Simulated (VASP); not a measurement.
# SiC (Moissanite) (P6_3mc) in VASP: further runs, part 2 of 3

VASP 6.6.1. The steps go on from the part before.

## (3) Dielectric tensor, PBE

INCAR reads:

```
SYSTEM = SiC
ALGO     = Normal         ! electronic algorithm
EDIFF    = 1E-8           ! SCF threshold, eV
ENCUT    = 520            ! plane-wave cutoff, eV
GGA      = PE             ! functional
ISIF     = 2              ! what is computed and relaxed
ISMEAR   = 0              ! smearing method
LASPH    = .TRUE.         ! aspherical terms in the spheres
LCHARG   = .FALSE.        ! write CHGCAR
LEPSILON = .TRUE.         ! dielectric tensor by DFPT
LREAL    = .FALSE.        ! projectors in reciprocal space
LWAVE    = .FALSE.        ! write WAVECAR
NELM     = 100            ! most SCF steps
PREC     = Accurate       ! precision mode
SIGMA    = 0.01           ! smearing width, eV
```

KPOINTS reads:

```
k-points
0
G
  6 6 4
  0 0 0
```

POSCAR reads:

```
SiC
1.0
    3.0760000000      0.0000000000      0.0000000000
   -1.5380000000      2.6638941420      0.0000000000
    0.0000000000      0.0000000000      5.0480000000
Si C
2 2
Direct
    0.6666666667      0.3333333333      0.5000000000
    0.3333333333      0.6666666667      0.0000000000
    0.6666666667      0.3333333333      0.8850000000
    0.3333333333      0.6666666667      0.3850000000
```

Potentials or basis: VASP PAW PBE potentials, release 64 (Si, C).

The run is started by

```bash
cat potpaw_PBE.64/Si/POTCAR potpaw_PBE.64/C/POTCAR > POTCAR
mpirun -np 1 vasp_std > vasp.out
```

OUTCAR:

```text
SYSTEM = SiC
   EDIFF = 1E-8
   ENCUT = 520
   GGA = PE
   ISIF = 2
   ISMEAR = 0
   LASPH = .TRUE.
   LEPSILON = .TRUE.
   LREAL = .FALSE.
   NELM = 100
   PREC = Accurate

 Found     21 irreducible k-points:

 Following reciprocal coordinates:
            Coordinates               Weight
  0.000000  0.000000  0.000000      1.000000
  0.166667  0.000000  0.000000      6.000000
  0.333333 -0.000000  0.000000      6.000000
  0.500000 -0.000000  0.000000      3.000000
  0.166667  0.166667  0.000000      6.000000
  0.333333  0.166667  0.000000     12.000000
   k-points           NKPTS =     21   k-points in BZ     NKDIM =     21   number of bands    NBANDS=     12
   number of dos      NEDOS =    301   number of ions     NIONS =      4
   total plane-waves  NPLWV =  23040
   dimension x,y,z NGX =    24 NGY =   24 NGZ =   40
   dimension x,y,z NGXF=    48 NGYF=   48 NGZF=   80
   ions per type =               2   2
   NGX,Y,Z   is equivalent  to a cutoff of  12.97, 12.97, 13.17 a.u.
   NGXF,Y,Z  is equivalent  to a cutoff of  25.94, 25.94, 26.35 a.u.
 SYSTEM =  SiC
   PREC   = accura    normal or accurate (medium, high low for compatibility)
   ISTART =      0    job   : 0-new  1-cont  2-samecut
   ICHARG =      2    charge: 1-file 2-atom 10-const
   ISPIN  =      1    spin polarized calculation?
   LNONCOLLINEAR =      F non collinear calculations
   LSORBIT =      F    spin-orbit coupling
   LASPH  =      T    aspherical Exc in radial PAW
   ENCUT  =  520.0 eV  38.22 Ry    6.18 a.u.   5.72  5.72  9.39*2*pi/ulx,y,z
   NELM   =    100;   NELMIN=  2; NELMDL= -5     # of ELM steps
   EDIFF  = 0.1E-07   stopping-criterion for ELM
   LREAL  =      F    real-space projection
   EDIFFG = 0.1E-06   stopping-criterion for IOM
   NSW    =      0    number of steps for IOM
   IBRION =     -1    ionic relax: 0-MD 1-quasi-New 2-CG
   NFREE  =      0    steps in history (QN), initial steepest desc. (CG)
[... 172 lines left out ...]
           0.000000    -0.000000     7.579985
 ------------------------------------------------------

 Free energy of the ion-electron system (eV)
  ---------------------------------------------------
  ---------------------------------------------------
  free energy    TOTEN  =        -0.77066404 eV

  energy without entropy =       -0.77066404

------------------------ aborting loop because EDIFF is reached ----------------------------------------

--------------------------------------- Ionic step        2  -------------------------------------------

------------------------ aborting loop because EDIFF is reached ----------------------------------------

--------------------------------------- Ionic step        3  -------------------------------------------

 Free energy of the ion-electron system (eV)
  ---------------------------------------------------
  ---------------------------------------------------
  free energy    TOTEN  =        -0.78264221 eV

  energy without entropy =       -0.78264221

------------------------ aborting loop because EDIFF is reached ----------------------------------------

 PIEZOELECTRIC TENSOR FIELD DIRECTION 3  (e Angst)
 -----------------------------------------------------------------------------
     1.27515 -0.00000  0.00000           (  0.05770  0.00000  0.00000)
     0.00000  1.27515  0.00000           (  0.00000  0.05770 -0.00000)
     0.00000 -0.00000 -1.99423           (  0.00000 -0.00000 -0.12146)

 PIEZOELECTRIC TENSOR FIELD DIRECTION 3  (C/m^2)
 -----------------------------------------------------------------------------
     0.49391 -0.00000  0.00000
     0.00000  0.49391  0.00000
     0.00000 -0.00000 -0.77244

 MACROSCOPIC STATIC DIELECTRIC TENSOR (including local field effects in DFT)
 ------------------------------------------------------
           7.267424    -0.000000     0.000000
          -0.000000     7.267424     0.000000
           0.000000     0.000000     7.360098
 ------------------------------------------------------

 PIEZOELECTRIC TENSOR (including local field effects)  for field in x, y, z        (e  Angst)
          XX          YY          ZZ          XY          YZ          ZX
  --------------------------------------------------------------------------------
  x    -0.00000     0.00000     0.00000     0.00000     0.00000     1.45623
  y     0.00000     0.00000    -0.00000     0.00000     1.45623     0.00000
  z     1.27515     1.27515    -1.99423     0.00000     0.00000     0.00000

 PIEZOELECTRIC TENSOR (including local field effects)  for field in x, y, z        (C/m^2)
          XX          YY          ZZ          XY          YZ          ZX
  --------------------------------------------------------------------------------
  x    -0.00000     0.00000     0.00000     0.00000     0.00000     0.56405
  y     0.00000     0.00000    -0.00000     0.00000     0.56405     0.00000
  z     0.49391     0.49391    -0.77244     0.00000     0.00000     0.00000

 BORN EFFECTIVE CHARGES (including local field effects) (in |e|, cummulative output)
 ---------------------------------------------------------------------------------
 ion    1
    1     2.69159     0.00000     0.00000
    2     0.00000     2.69159     0.00000
    3     0.00000     0.00000     2.90468
 ion    2
    1     2.69159     0.00000     0.00000
    2     0.00000     2.69159     0.00000
    3     0.00000    -0.00000     2.90468
 ion    3
    1    -2.69159     0.00000     0.00000
    2     0.00000    -2.69159     0.00000
    3     0.00000     0.00000    -2.90468
 ion    4
    1    -2.69159     0.00000     0.00000
    2     0.00000    -2.69159     0.00000
    3     0.00000    -0.00000    -2.90468
```

OSZICAR:

```text
[... 13 lines left out ...]
RMM:   4    -0.775077124276E+00   -0.33402E-01   -0.17544E-02   832   0.876E-01    0.122E-01
RMM:   5    -0.781853922225E+00   -0.67768E-02   -0.54907E-04   851   0.183E-01    0.164E-02
RMM:   6    -0.782381757041E+00   -0.52783E-03   -0.11895E-05   884   0.252E-02    0.701E-03
RMM:   7    -0.782555381739E+00   -0.17362E-03   -0.96060E-07   874   0.803E-03    0.191E-03
RMM:   8    -0.782641892792E+00   -0.86511E-04   -0.26771E-07   894   0.387E-03    0.362E-04
RMM:   9    -0.782639416864E+00    0.24759E-05   -0.11998E-08   903   0.762E-04    0.182E-04
RMM:  10    -0.782642531703E+00   -0.31148E-05   -0.99755E-09   868   0.334E-04    0.256E-05
RMM:  11    -0.782642140834E+00    0.39087E-06   -0.13928E-07   580   0.849E-05    0.108E-05
RMM:  12    -0.782642213284E+00   -0.72450E-07    0.25438E-09   378   0.650E-05    0.522E-06
```

Wall time 63 s (1 thread of Intel Xeon Platinum 8559C (Emerald Rapids), shared host); peak memory 0.19 GiB.

These settings aren't checked as converged: the numbers below hold their error.

Results:

```yaml
Band_gap_on_the_k_mesh: 2.32 eV, indirect (least direct gap 4.07 eV)
Electronic_dielectric_tensor_diagonal: 7.27, 7.27, 7.36
Born_charges_mean_of_the_diagonal: Si +2.76; C -2.76 e
```

## (4) Dielectric tensor, PBE

Changes to INCAR since step 3:

```diff
@@ -2,4 +2,4 @@
 ALGO     = Normal         ! electronic algorithm
-EDIFF    = 1E-8           ! SCF threshold, eV
-ENCUT    = 520            ! plane-wave cutoff, eV
+EDIFF    = 1E-4           ! SCF threshold, eV
+ENCUT    = 400            ! plane-wave cutoff, eV
 GGA      = PE             ! functional
```

KPOINTS reads:

```
k-points
0
G
  8 8 4
  0 0 0
```

POSCAR is that of step 3.

Potentials or basis: VASP PAW PBE potentials, release 64 (Si, C).

The run is started by

```bash
cat potpaw_PBE.64/Si/POTCAR potpaw_PBE.64/C/POTCAR > POTCAR
mpirun -np 1 vasp_std > vasp.out
```

OUTCAR:

```text
SYSTEM = SiC
   EDIFF = 1E-4
   ENCUT = 400
   GGA = PE
   ISIF = 2
   ISMEAR = 0
   LASPH = .TRUE.
   LEPSILON = .TRUE.
   LREAL = .FALSE.
   NELM = 100
   PREC = Accurate

 Found     30 irreducible k-points:

 Following reciprocal coordinates:
            Coordinates               Weight
  0.000000  0.000000  0.000000      1.000000
  0.125000  0.000000  0.000000      6.000000
  0.250000  0.000000  0.000000      6.000000
  0.375000 -0.000000  0.000000      6.000000
  0.500000  0.000000  0.000000      3.000000
  0.125000  0.125000  0.000000      6.000000
   k-points           NKPTS =     30   k-points in BZ     NKDIM =     30   number of bands    NBANDS=     12
   number of dos      NEDOS =    301   number of ions     NIONS =      4
   total plane-waves  NPLWV =  14400
   dimension x,y,z NGX =    20 NGY =   20 NGZ =   36
   dimension x,y,z NGXF=    40 NGYF=   40 NGZF=   72
   ions per type =               2   2
   NGX,Y,Z   is equivalent  to a cutoff of  10.81, 10.81, 11.86 a.u.
   NGXF,Y,Z  is equivalent  to a cutoff of  21.62, 21.62, 23.71 a.u.
 SYSTEM =  SiC
   PREC   = accura    normal or accurate (medium, high low for compatibility)
   ISTART =      0    job   : 0-new  1-cont  2-samecut
   ICHARG =      2    charge: 1-file 2-atom 10-const
   ISPIN  =      1    spin polarized calculation?
   LNONCOLLINEAR =      F non collinear calculations
   LSORBIT =      F    spin-orbit coupling
   LASPH  =      T    aspherical Exc in radial PAW
   ENCUT  =  400.0 eV  29.40 Ry    5.42 a.u.   5.02  5.02  8.23*2*pi/ulx,y,z
   NELM   =    100;   NELMIN=  2; NELMDL= -5     # of ELM steps
   EDIFF  = 0.1E-03   stopping-criterion for ELM
   LREAL  =      F    real-space projection
   EDIFFG = 0.1E-02   stopping-criterion for IOM
   NSW    =      0    number of steps for IOM
   IBRION =     -1    ionic relax: 0-MD 1-quasi-New 2-CG
   NFREE  =      0    steps in history (QN), initial steepest desc. (CG)
   ISIF   =      2    stress and relaxation
   ISYM   =      2    0-nonsym 1-usesym 2-fastsym
   POTIM  = 0.5000    time-step for ionic-motion
   TEBEG  =    0.0;   TEEND  =   0.0 temperature during run
   PSTRESS=    0.0 pullay stress
   NELECT =      16.0000    total number of electrons
   NUPDOWN=      -1.0000    fix difference up-down
   EMIN   =  10.00;   EMAX   =-10.00  energy-range for DOS
   EFERMI =   0.00;   METHOD = LEGACY
   ISMEAR =     0;   SIGMA  =   0.01  broadening in eV -4-tet -1-fermi 0-gaus
   EFERMI_NEDOS =   21; number of points for ismear=-14 and -15
   IALGO  =     38    algorithm
   IMIX   =      4    mixing-type and parameters
     AMIX     =   0.40;   BMIX     =  1.00
     AMIX_MAG =   1.60;   BMIX_MAG =  1.00
  volume/ion in A,a.u.               =      10.34        69.78
  Fermi-wavevector in a.u.,A,eV,Ry     =   1.192817  2.254098 19.358549  1.422813
  Thomas-Fermi vector in A             =   2.328847
   LORBIT       =      0    0 simple, 1 ext, 2 COOP (PROOUT), +10 PAW based schemes
   GGA     = PE    functional components
   LHFCALC =     F    Hartree Fock is set to
   AEXX    =    0.0000 exact exchange contribution
   IVDW    =     0    specifies the selected vdW correction
   LEPSILON=     T    determine dielectric tensor
   LRPA    =     F    only Hartree local field effects (RPA)
 non-spin polarized calculation
 Gauss-broadening in eV      SIGMA  =   0.01
  energy-cutoff  :      400.00
[... 112 lines left out ...]
  Total        1.0500801      1.0500801     -0.1911660      0.0000000     -0.0000000      0.0000000
  in kB       40.6733894     40.6733894     -7.4045480      0.0000000     -0.0000000      0.0000000
  external PRESSURE =      24.6474103 kB  Pullay stress =       0.0000000 kB

 VOLUME and BASIS-vectors are now :
 -----------------------------------------------------------------------------
  energy-cutoff  :      400.00
  volume of cell :       41.36
      direct lattice vectors                 reciprocal lattice vectors
     3.076000000  0.000000000  0.000000000     0.325097529  0.187695146  0.000000000
    -1.538000000  2.663894142  0.000000000     0.000000000  0.375390292  0.000000000
     0.000000000  0.000000000  5.048000000     0.000000000  0.000000000  0.198098257

 POSITION                                       TOTAL-FORCE (eV/Angst)
 -----------------------------------------------------------------------------------
      1.53800      0.88796      2.52400        -0.000000      0.000000      0.749633
     -0.00000      1.77593      0.00000         0.000000      0.000000      0.749633
      1.53800      0.88796      4.46748        -0.000000      0.000000     -0.749633
     -0.00000      1.77593      1.94348         0.000000     -0.000000     -0.749633
 -----------------------------------------------------------------------------------
    total drift:                               -0.000000     -0.000000      0.000650

  FREE ENERGIE OF THE ION-ELECTRON SYSTEM (eV)
  ---------------------------------------------------
  free  energy   TOTEN  =       -30.0757164098 eV

  energy  without entropy=      -30.0757164098  energy(sigma->0) =      -30.07571641

 HEAD OF MICROSCOPIC STATIC DIELECTRIC TENSOR (INDEPENDENT PARTICLE, excluding Hartree and local field effects)
 ------------------------------------------------------
           7.204450     0.000000     0.000000
           0.000000     7.204450    -0.000000
           0.000000    -0.000000     7.576510
 ------------------------------------------------------

 Free energy of the ion-electron system (eV)
  ---------------------------------------------------
  ---------------------------------------------------
  free energy    TOTEN  =        -0.73338081 eV

  energy without entropy =       -0.73338081

------------------------ aborting loop because EDIFF is reached ----------------------------------------

--------------------------------------- Ionic step        2  -------------------------------------------

------------------------ aborting loop because EDIFF is reached ----------------------------------------

--------------------------------------- Ionic step        3  -------------------------------------------

 Free energy of the ion-electron system (eV)
  ---------------------------------------------------
  ---------------------------------------------------
  free energy    TOTEN  =        -0.78149827 eV

  energy without entropy =       -0.78149827

------------------------ aborting loop because EDIFF is reached ----------------------------------------

 PIEZOELECTRIC TENSOR FIELD DIRECTION 3  (e Angst)
 -----------------------------------------------------------------------------
     1.27119  0.00000  0.00000           (  0.05777 -0.00000  0.00000)
     0.00000  1.27119  0.00000           (  0.00000  0.05777  0.00000)
     0.00000  0.00000 -1.99383           (  0.00000  0.00000 -0.12118)

 PIEZOELECTRIC TENSOR FIELD DIRECTION 3  (C/m^2)
 -----------------------------------------------------------------------------
     0.49238  0.00000  0.00000
     0.00000  0.49238  0.00000
     0.00000  0.00000 -0.77228

 MACROSCOPIC STATIC DIELECTRIC TENSOR (including local field effects in DFT)
 ------------------------------------------------------
           6.961173     0.000000     0.000000
           0.000000     6.961173     0.000000
           0.000000     0.000000     7.355382
 ------------------------------------------------------

 PIEZOELECTRIC TENSOR (including local field effects)  for field in x, y, z        (e  Angst)
          XX          YY          ZZ          XY          YZ          ZX
  --------------------------------------------------------------------------------
  x     0.00000    -0.00000     0.00000     0.00000     0.00000     1.44409
  y     0.00000    -0.00000    -0.00000     0.00000     1.44409     0.00000
  z     1.27119     1.27119    -1.99383     0.00000     0.00000     0.00000

 PIEZOELECTRIC TENSOR (including local field effects)  for field in x, y, z        (C/m^2)
          XX          YY          ZZ          XY          YZ          ZX
  --------------------------------------------------------------------------------
  x     0.00000    -0.00000     0.00000     0.00000     0.00000     0.55935
  y     0.00000    -0.00000    -0.00000     0.00000     0.55935     0.00000
  z     0.49238     0.49238    -0.77228     0.00000     0.00000     0.00000

 BORN EFFECTIVE CHARGES (including local field effects) (in |e|, cummulative output)
 ---------------------------------------------------------------------------------
 ion    1
    1     2.66805     0.00000    -0.00000
    2     0.00000     2.66805     0.00000
    3     0.00000    -0.00000     2.90550
 ion    2
    1     2.66805     0.00000     0.00000
    2     0.00000     2.66805     0.00000
    3     0.00000     0.00000     2.90550
 ion    3
    1    -2.66805     0.00000    -0.00000
    2     0.00000    -2.66805     0.00000
    3     0.00000     0.00000    -2.90550
 ion    4
    1    -2.66805     0.00000     0.00000
    2     0.00000    -2.66805    -0.00000
    3     0.00000    -0.00000    -2.90550
```

Wall time 57 s (1 thread of Intel Xeon Platinum 8559C (Emerald Rapids), shared host); peak memory 0.18 GiB.

The run converged, but some of its settings lie outside the range that counts as converged, so its numbers aren't taken as properties of the crystal.

Results:

* Band gap on the k mesh: 2.58 eV, indirect (least direct gap 4.08 eV)
* Electronic dielectric tensor (diagonal): 6.96, 6.96, 7.36
* Born charges (mean of the diagonal): Si +2.75; C -2.75 e

Caveat: the cutoff is under 1.25 times the usual one of these potentials, so pressure, stress and relaxed cells hold a basis-set (Pulay) error.

[end of part 2 of 3]
